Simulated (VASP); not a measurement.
# GeS (Pnma) in VASP: notebook

Runs on GeS. Level: LDA. Tasks: relaxation of shape and atoms at fixed volume.

Everything below comes from runs of VASP 6.6.1. Logs are shortened: lines on timing, memory, paths and dates and some standing lists are left out, and cuts for length are marked.

### 1 The undisturbed crystal

Symmetry: Pnma, No. 62, orthorhombic system. The conventional cell has a = 10.481 Å, b = 3.646 Å, c = 4.299 Å, α = 90.00°, β = 90.00°, γ = 90.00°. Ge (site symmetry m) has 3 S at 2.44 to 2.45 Å as nearest neighbours. Around S (site symmetry m) lie 3 Ge at 2.44 to 2.45 Å.

### 2 Relaxation of shape and atoms at fixed volume, LDA (a relaxed cell with its volume scaled by 1.02)

File INCAR:

```
SYSTEM = GeS
ALGO     = Normal         ! electronic algorithm
EDIFF    = 1E-7           ! SCF threshold, eV
EDIFFG   = -0.01          ! ionic threshold
ENCUT    = 600            ! plane-wave cutoff, eV
IBRION   = 2              ! ionic algorithm
ISIF     = 4              ! what is computed and relaxed
ISMEAR   = 0              ! smearing method
KPAR     = 2            
LASPH    = .True.         ! aspherical terms in the spheres
LCHARG   = .False.        ! write CHGCAR
LREAL    = .False.        ! projectors in reciprocal space
LWAVE    = .False.        ! write WAVECAR
NELM     = 80             ! most SCF steps
NSW      = 40             ! ionic steps
PREC     = Accurate       ! precision mode
SIGMA    = 0.03           ! smearing width, eV
```

File KPOINTS:

```
k-points
0
Gamma
  4 8 6
  0 0 0
```

File POSCAR:

```
GeS                                     
1.0
   10.2517242851      0.0000000000      0.0000000000
    0.0000000000      3.6656782090      0.0000000000
    0.0000000000      0.0000000000      4.1189563221
  Ge              S             
     4     4
Direct
     0.1183034955716774    0.2500000000000000    0.1193033937112272
     0.3816965044283226    0.7500000000000000    0.6193033937112271
     0.6183034955716775    0.2500000000000000    0.3806966062887728
     0.8816965044283225    0.7500000000000000    0.8806966062887729
     0.8530662885565239    0.2500000000000000    0.4927784193500989
     0.6469337114434761    0.7500000000000000    0.9927784193500988
     0.3530662885565238    0.2500000000000000    0.0072215806499011
     0.1469337114434761    0.7500000000000000    0.5072215806499012
```

Potentials or basis: VASP PAW LDA potentials, release 64 (Ge_d, S).

Run with:

```console
$ cat potpaw_LDA.64/Ge_d/POTCAR potpaw_LDA.64/S/POTCAR > POTCAR
$ mpirun -np 2 vasp_std > vasp.out
```

OUTCAR:

```text
SYSTEM = GeS
   EDIFF = 1E-7
   EDIFFG = -0.01
   ENCUT = 600
   IBRION = 2
   ISIF = 4
   ISMEAR = 0
   LASPH = .True.
   LREAL = .False.
   NELM = 80
   NSW = 40
   PREC = Accurate

 ion  position               nearest neighbor table
   1  0.118  0.250  0.119-   8 2.45   8 2.45   7 2.45
   2  0.382  0.750  0.619-   7 2.45   7 2.45   8 2.45
   3  0.618  0.250  0.381-   6 2.45   6 2.45   5 2.45
   4  0.882  0.750  0.881-   5 2.45   5 2.45   6 2.45
   5  0.853  0.250  0.493-   4 2.45   4 2.45   3 2.45
   6  0.647  0.750  0.993-   3 2.45   3 2.45   4 2.45
   7  0.353  0.250  0.007-   2 2.45   2 2.45   1 2.45
   8  0.147  0.750  0.507-   1 2.45   1 2.45   2 2.45

  LATTYP: Found a simple orthorhombic cell.
 ALAT       =     3.6656782090
 B/A-ratio  =     1.1236546383
 C/A-ratio  =     2.7966787319

  Lattice vectors:

 A1 = (   0.0000000000,   3.6656782090,   0.0000000000)
 A2 = (   0.0000000000,   0.0000000000,   4.1189563221)
 A3 = (  10.2517242851,   0.0000000000,   0.0000000000)

Analysis of symmetry for initial positions (statically):
=====================================================================
 Subroutine PRICEL returns:
 Original cell was already a primitive cell.

 Routine SETGRP: Setting up the symmetry group for a
 simple orthorhombic supercell.

 Subroutine GETGRP returns: Found  8 space group operations
 (whereof  2 operations were pure point group operations)
 out of a pool of  8 trial point group operations.

The static configuration has the point symmetry S_2 .
 The point group associated with its full space group is D_2h.

Analysis of symmetry for dynamics (positions and initial velocities):
=====================================================================
 Subroutine PRICEL returns:
 Original cell was already a primitive cell.

 Routine SETGRP: Setting up the symmetry group for a
 simple orthorhombic supercell.

 Subroutine GETGRP returns: Found  8 space group operations
 (whereof  2 operations were pure point group operations)
 out of a pool of  8 trial point group operations.

The dynamic configuration has the point symmetry S_2 .
 The point group associated with its full space group is D_2h.

 Subroutine INISYM returns: Found  8 space group operations
 (whereof  2 operations are pure point group operations),
 and found     1 'primitive' translations

----------------------------------------------------------------------------------------

                                     Primitive cell

  volume of cell :     154.7884

  direct lattice vectors                    reciprocal lattice vectors
    10.251724285  0.000000000  0.000000000     0.097544566  0.000000000  0.000000000
     0.000000000  3.665678209  0.000000000     0.000000000  0.272800814  0.000000000
     0.000000000  0.000000000  4.118956322     0.000000000  0.000000000  0.242779948

  length of vectors
    10.251724285  3.665678209  4.118956322     0.097544566  0.272800814  0.242779948

  position of ions in fractional coordinates (direct lattice)
     0.118303496  0.250000000  0.119303394
     0.381696504  0.750000000  0.619303394
     0.618303496  0.250000000  0.380696606
     0.881696504  0.750000000  0.880696606
     0.853066289  0.250000000  0.492778419
     0.646933711  0.750000000  0.992778419
     0.353066289  0.250000000  0.007221581
     0.146933711  0.750000000  0.507221581

  ion indices of the primitive-cell ions
   primitive index   ion index
                 1           1
                 2           2
                 3           3
                 4           4
                 5           5
                 6           6
                 7           7
                 8           8

----------------------------------------------------------------------------------------

 KPOINTS: k-points

Automatic generation of k-mesh.
 Grid dimensions read from file:
 generate k-points for:    4    8    6

 Generating k-lattice:

  Cartesian coordinates                     Fractional coordinates (reciprocal lattice)
[... 45 lines left out ...]
   NUPDOWN=      -1.0000    fix difference up-down
   EMIN   =  10.00;   EMAX   =-10.00  energy-range for DOS
   EFERMI =   0.00;   METHOD = LEGACY
   ISMEAR =     0;   SIGMA  =   0.03  broadening in eV -4-tet -1-fermi 0-gaus
   EFERMI_NEDOS =   21; number of points for ismear=-14 and -15
   IALGO  =     38    algorithm
   IMIX   =      4    mixing-type and parameters
     AMIX     =   0.40;   BMIX     =  1.00
     AMIX_MAG =   1.60;   BMIX_MAG =  1.00
  volume/ion in A,a.u.               =      19.35       130.57
  Fermi-wavevector in a.u.,A,eV,Ry     =   1.313788  2.482700 23.484191  1.726039
  Thomas-Fermi vector in A             =   2.444086
   LORBIT       =      0    0 simple, 1 ext, 2 COOP (PROOUT), +10 PAW based schemes
   GGA     = CA    functional components
   LHFCALC =     F    Hartree Fock is set to
   AEXX    =    0.0000 exact exchange contribution
   IVDW    =     0    specifies the selected vdW correction
   LEPSILON=     F    determine dielectric tensor
   LRPA    =     F    only Hartree local field effects (RPA)
 conjugate gradient relaxation of ions
 non-spin polarized calculation
 Gauss-broadening in eV      SIGMA  =   0.03
  energy-cutoff  :      600.00
  volume of cell :      154.79
 maximum number of plane-waves:      5192
 NGX is ok and might be reduce to    84
   NGX = 41   NGY = 15   NGZ = 17

--------------------------------------- Ionic step        1  -------------------------------------------

 number of electron      80.0000043 magnetization

 Free energy of the ion-electron system (eV)
  ---------------------------------------------------
  ext. energy  EPLUGINS =         0.00000000
  ---------------------------------------------------
  free energy    TOTEN  =       -41.88288474 eV

  energy without entropy =      -41.88288474  energy(sigma->0) =      -41.88288474

------------------------ aborting loop because EDIFF is reached ----------------------------------------

  FORCE on cell =-STRESS in cart. coord.  units (eV):
  Direction    XX          YY          ZZ          XY          YZ          ZX
  --------------------------------------------------------------------------------------
  -------------------------------------------------------------------------------------
  Total       -1.4155662     -1.4802049     -1.3143379      0.0000000      0.0000000      0.0000000
  in kB      -14.6521828    -15.3212421    -13.6043935      0.0000000      0.0000000      0.0000000
  external PRESSURE =     -14.5259395 kB  Pullay stress =       0.0000000 kB
[... 153 lines left out ...]
  energy  without entropy=      -41.8887200265  energy(sigma->0) =      -41.88872003

--------------------------------------- Ionic step        5  -------------------------------------------

 number of electron      80.0000045 magnetization

 Free energy of the ion-electron system (eV)
  ---------------------------------------------------
  ext. energy  EPLUGINS =         0.00000000
  ---------------------------------------------------
  free energy    TOTEN  =       -41.88893911 eV

  energy without entropy =      -41.88893911  energy(sigma->0) =      -41.88893911

 E-fermi :   5.6495     XC(G=0): -10.7483

 val. band max:        5.4917314342   @ k =   0.0000   0.0000   0.3333
 cond. band min:       6.2809582731   @ k =   0.0000   0.0000   0.0000
 fundamental gap:      0.7892268390
 Fermi energy:         5.6495010226

 k-point     1 :       0.0000    0.0000    0.0000
  band No.  band energies     occupation
      1     -19.1092      2.00000
      2     -19.1029      2.00000
      3     -19.1001      2.00000
      4     -19.0966      2.00000
      5     -19.0960      2.00000
      6     -19.0942      2.00000
[... 1213 lines left out ...]
     47       9.4212      0.00000
     48       9.4212      0.00000

 [... further k-points ...]

------------------------ aborting loop because EDIFF is reached ----------------------------------------

  FORCE on cell =-STRESS in cart. coord.  units (eV):
  Direction    XX          YY          ZZ          XY          YZ          ZX
  --------------------------------------------------------------------------------------
  -------------------------------------------------------------------------------------
  Total       -0.8266186     -0.7764569     -0.7405185      0.0000000      0.0000000      0.0000000
  in kB       -8.5561284     -8.0369169     -7.6649277      0.0000000      0.0000000      0.0000000
  external PRESSURE =      -8.0859910 kB  Pullay stress =       0.0000000 kB
[... 23 lines left out ...]
  FREE ENERGIE OF THE ION-ELECTRON SYSTEM (eV)
  ---------------------------------------------------
  free  energy   TOTEN  =       -41.8889391072 eV

  energy  without entropy=      -41.8889391072  energy(sigma->0) =      -41.88893911

 reached required accuracy - stopping structural energy minimisation
```

Run time: 5.3 min. Hardware: 2 MPI ranks of Intel Xeon 6975P-C (Granite Rapids), shared host; peak memory 0.5 GiB.

Results:

| Item | Value |
| --- | --- |
| Free energy | -41.8889 eV |
| Energy gained by relaxing | 0.8 meV/atom |
| Ionic steps | 5 |
| Pressure after relaxing | -0.8 GPa |
| Largest force after relaxing | 0.004 eV/Å |
| Band gap on the k mesh | 0.79 eV, indirect (least direct gap 1.02 eV) |

Forces on the atoms (eV/Å):
```
Ge  -0.001  0.000 -0.003
Ge   0.001  0.000 -0.003
Ge  -0.001  0.000  0.003
Ge   0.001  0.000  0.003
S   -0.001  0.000 -0.004
S    0.001  0.000 -0.004
S   -0.001  0.000  0.004
S    0.001  0.000  0.004
```

The path:
| step | energy change (eV) | largest force (eV/Å) | pressure (GPa) |
| --- | --- | --- | --- |
| 1 | 0.0000 | 0.1275 | -1.45 |
| 2 | -0.0038 | 0.0683 | -1.19 |
| 3 | -0.0054 | 0.0106 | -0.87 |
| 4 | -0.0058 | 0.0072 | -0.85 |
| 5 | -0.0061 | 0.0039 | -0.81 |

Final structure:
```
CELL_PARAMETERS angstrom
10.26377 0.00000 0.00000
0.00000 3.64785 0.00000
0.00000 0.00000 4.13423
ATOMIC_POSITIONS crystal
Ge 0.11953 0.25000 0.12121
Ge 0.38047 0.75000 0.62121
Ge 0.61953 0.25000 0.37879
Ge 0.88047 0.75000 0.87879
S 0.85227 0.25000 0.49445
S 0.64773 0.75000 0.99445
S 0.35227 0.25000 0.00555
S 0.14773 0.75000 0.50555
```

Levels at points of the mesh, in eV from the valence-band top:
```
           k point  band 37  band 38  band 39  band 40  band 41  band 42  band 43  band 44
(0.00, 0.00, 0.00)    -1.78    -1.03    -0.93    -0.23     0.79     2.56     2.71     3.00
(0.50, 0.00, 0.00)    -2.09    -2.09    -0.50    -0.50     2.29     2.29     2.62     2.62
(0.00, 0.50, 0.00)    -1.38    -1.38    -1.14    -1.14     1.27     1.27     1.58     1.58
(0.50, 0.50, 0.00)    -1.51    -1.51    -1.51    -1.51     1.72     1.72     1.72     1.72
(0.00, 0.00, 0.50)    -0.96    -0.96    -0.25    -0.25     1.50     1.50     2.26     2.26
(0.50, 0.00, 0.50)    -0.71    -0.71    -0.26    -0.26     1.42     1.42     2.33     2.33
(0.00, 0.50, 0.50)    -2.55    -2.55    -1.62    -1.62     3.05     3.05     3.38     3.38
(0.50, 0.50, 0.50)    -1.63    -1.63    -1.63    -1.63     2.65     2.65     2.65     2.65
```

### 3 Relaxation of shape and atoms at fixed volume, LDA (a relaxed cell with its volume scaled by 1.04)

INCAR is that of step 2.

KPOINTS is that of step 2.

POSCAR: that of step 2 with these lines changed.

```diff
@@ -2,5 +2,5 @@
 1.0
-   10.2517242851      0.0000000000      0.0000000000
-    0.0000000000      3.6656782090      0.0000000000
-    0.0000000000      0.0000000000      4.1189563221
+   10.3182957886      0.0000000000      0.0000000000
+    0.0000000000      3.6894819812      0.0000000000
+    0.0000000000      0.0000000000      4.1457035412
   Ge              S
```

Potentials or basis: VASP PAW LDA potentials, release 64 (Ge_d, S).

Run with:

```console
$ cat potpaw_LDA.64/Ge_d/POTCAR potpaw_LDA.64/S/POTCAR > POTCAR
$ mpirun -np 2 vasp_std > vasp.out
```

Run time: 5.7 min. Hardware: 2 MPI ranks of Intel Xeon 6975P-C (Granite Rapids), shared host; peak memory 0.51 GiB.

It converged, with:

```
Free energy                  : -41.8673 eV
Energy gained by relaxing    : 3.0 meV/atom
Ionic steps                  : 5
Pressure after relaxing      : -1.5 GPa
Largest force after relaxing : 0.004 eV/Å
Band gap on the k mesh       : 0.87 eV, indirect (least direct gap 1.03 eV)
```

Forces on the atoms (eV/Å):
```
Ge   0.002  0.000  0.003
Ge  -0.002  0.000  0.003
Ge   0.002  0.000 -0.003
Ge  -0.002  0.000 -0.003
S   -0.002  0.000  0.000
S    0.002  0.000  0.000
S   -0.002  0.000  0.000
S    0.002  0.000  0.000
```

Stress tensor (GPa, compression positive):
```
-1.56  0.00  0.00
 0.00 -1.54  0.00
 0.00  0.00 -1.46
```

The path:
```csv
step,energy change (eV),largest force (eV/Å),pressure (GPa)
1,0.0000,0.2468,-2.75
2,-0.0144,0.1379,-2.28
3,-0.0211,0.0214,-1.66
4,-0.0229,0.0130,-1.60
5,-0.0240,0.0035,-1.52
```

Final structure:
```yaml
crystal:
  lattice:
    - [10.34102, 0.00000, 0.00000]
    - [0.00000, 3.65373, 0.00000]
    - [0.00000, 0.00000, 4.17707]
  atoms:
    - { symbol: Ge, position: [0.12070, 0.25000, 0.12307] }
    - { symbol: Ge, position: [0.37930, 0.75000, 0.62307] }
    - { symbol: Ge, position: [0.62070, 0.25000, 0.37693] }
    - { symbol: Ge, position: [0.87930, 0.75000, 0.87693] }
    - { symbol: S, position: [0.85148, 0.25000, 0.49598] }
    - { symbol: S, position: [0.64852, 0.75000, 0.99598] }
    - { symbol: S, position: [0.35148, 0.25000, 0.00402] }
    - { symbol: S, position: [0.14852, 0.75000, 0.50402] }
```

Levels at points of the mesh, in eV from the valence-band top:
| k point | band 37 | band 38 | band 39 | band 40 | band 41 | band 42 | band 43 | band 44 |
| --- | --- | --- | --- | --- | --- | --- | --- | --- |
| (0.00, 0.00, 0.00) | -1.73 | -0.98 | -0.88 | -0.16 | 0.87 | 2.56 | 2.70 | 2.99 |
| (0.50, 0.00, 0.00) | -2.02 | -2.02 | -0.45 | -0.45 | 2.32 | 2.32 | 2.61 | 2.61 |
| (0.00, 0.50, 0.00) | -1.38 | -1.38 | -1.12 | -1.12 | 1.34 | 1.34 | 1.57 | 1.57 |
| (0.50, 0.50, 0.00) | -1.48 | -1.48 | -1.48 | -1.48 | 1.74 | 1.74 | 1.74 | 1.74 |
| (0.00, 0.00, 0.50) | -0.95 | -0.95 | -0.24 | -0.24 | 1.54 | 1.54 | 2.41 | 2.41 |
| (0.50, 0.00, 0.50) | -0.70 | -0.70 | -0.26 | -0.26 | 1.49 | 1.49 | 2.36 | 2.36 |
| (0.00, 0.50, 0.50) | -2.43 | -2.43 | -1.54 | -1.54 | 3.08 | 3.08 | 3.38 | 3.38 |
| (0.50, 0.50, 0.50) | -1.57 | -1.57 | -1.57 | -1.57 | 2.71 | 2.71 | 2.71 | 2.71 |

A k mesh can miss the band edges.

### 4 Relaxation of shape and atoms at fixed volume, LDA (a relaxed cell with its volume scaled by 1.06)

INCAR is that of step 3.

KPOINTS is that of step 3.

POSCAR: that of step 3 with these lines changed.

```diff
@@ -2,5 +2,5 @@
 1.0
-   10.3182957886      0.0000000000      0.0000000000
-    0.0000000000      3.6894819812      0.0000000000
-    0.0000000000      0.0000000000      4.1457035412
+   10.3840191898      0.0000000000      0.0000000000
+    0.0000000000      3.7129825001      0.0000000000
+    0.0000000000      0.0000000000      4.1721100082
   Ge              S
```

Run with:

```console
$ cat potpaw_LDA.64/Ge_d/POTCAR potpaw_LDA.64/S/POTCAR > POTCAR
$ mpirun -np 2 vasp_std > vasp.out
```

It took 7 min on 2 MPI ranks of Intel Xeon 6975P-C (Granite Rapids), shared host; peak memory 0.51 GiB.

Results (log left out):

* Free energy: -41.8343 eV
* Energy gained by relaxing: 6.7 meV/atom
* Ionic steps: 6
* Pressure after relaxing: -2.0 GPa
* Largest force after relaxing: 0.009 eV/Å
* Band gap on the k mesh: 0.94 eV, indirect (least direct gap 1.03 eV)

Forces in eV/Å, atoms in the order of the input:
```
Ge  -0.002  0.000  0.008
Ge   0.002  0.000  0.008
Ge  -0.002  0.000 -0.008
Ge   0.002  0.000 -0.008
S    0.004  0.000  0.006
S   -0.004  0.000  0.006
S    0.004  0.000 -0.006
S   -0.004  0.000 -0.006
```

The path:
| step | energy change (eV) | largest force (eV/Å) | pressure (GPa) |
| --- | --- | --- | --- |
| 1 | 0.0000 | 0.3591 | -3.92 |
| 2 | -0.0308 | 0.2096 | -3.26 |
| 3 | -0.0468 | 0.0382 | -2.31 |
| 4 | -0.0511 | 0.0219 | -2.22 |
| 5 | -0.0538 | 0.0132 | -2.02 |
| 6 | -0.0539 | 0.0085 | -2.04 |

Final structure:
```yaml
crystal:
  lattice:
    - [10.42231, 0.00000, 0.00000]
    - [0.00000, 3.65340, 0.00000]
    - [0.00000, 0.00000, 4.22457]
  atoms:
    - { symbol: Ge, position: [0.12203, 0.25000, 0.12496] }
    - { symbol: Ge, position: [0.37797, 0.75000, 0.62496] }
    - { symbol: Ge, position: [0.62203, 0.25000, 0.37504] }
    - { symbol: Ge, position: [0.87797, 0.75000, 0.87504] }
    - { symbol: S, position: [0.85054, 0.25000, 0.49754] }
    - { symbol: S, position: [0.64946, 0.75000, 0.99754] }
    - { symbol: S, position: [0.35054, 0.25000, 0.00246] }
    - { symbol: S, position: [0.14946, 0.75000, 0.50246] }
```

Levels at points of the mesh, in eV from the valence-band top:
| k point | band 37 | band 38 | band 39 | band 40 | band 41 | band 42 | band 43 | band 44 |
| --- | --- | --- | --- | --- | --- | --- | --- | --- |
| (0.00, 0.00, 0.00) | -1.68 | -0.95 | -0.83 | -0.09 | 0.94 | 2.56 | 2.70 | 3.00 |
| (0.50, 0.00, 0.00) | -1.94 | -1.94 | -0.40 | -0.40 | 2.35 | 2.35 | 2.59 | 2.59 |
| (0.00, 0.50, 0.00) | -1.39 | -1.39 | -1.10 | -1.10 | 1.40 | 1.40 | 1.55 | 1.55 |
| (0.50, 0.50, 0.00) | -1.46 | -1.46 | -1.46 | -1.46 | 1.75 | 1.75 | 1.75 | 1.75 |
| (0.00, 0.00, 0.50) | -0.94 | -0.94 | -0.22 | -0.22 | 1.60 | 1.60 | 2.52 | 2.52 |
| (0.50, 0.00, 0.50) | -0.70 | -0.70 | -0.25 | -0.25 | 1.56 | 1.56 | 2.37 | 2.37 |
| (0.00, 0.50, 0.50) | -2.31 | -2.31 | -1.46 | -1.46 | 3.10 | 3.10 | 3.36 | 3.36 |
| (0.50, 0.50, 0.50) | -1.51 | -1.51 | -1.51 | -1.51 | 2.76 | 2.76 | 2.76 | 2.76 |

A k mesh can miss the band edges.

### 5 Overview

```tsv
cell	gap on the mesh (eV)	pressure (GPa)
atoms relaxed at fixed volume from: a relaxed cell with its volume scaled by 1.02	0.79	-0.8
atoms relaxed at fixed volume from: a relaxed cell with its volume scaled by 1.04	0.87	-1.5
atoms relaxed at fixed volume from: a relaxed cell with its volume scaled by 1.06	0.94	-2.0
```

Alike in all rows: task relaxation of shape and atoms at fixed volume; level LDA; potentials or basis VASP PAW LDA potentials, release 64 (Ge_d, S); no spin polarisation; k mesh 4 × 8 × 6; cutoff (eV) 600; smearing gaussian 0.03 eV.

Total energies depend on the potentials used, so only differences within one code and one set of settings carry meaning.
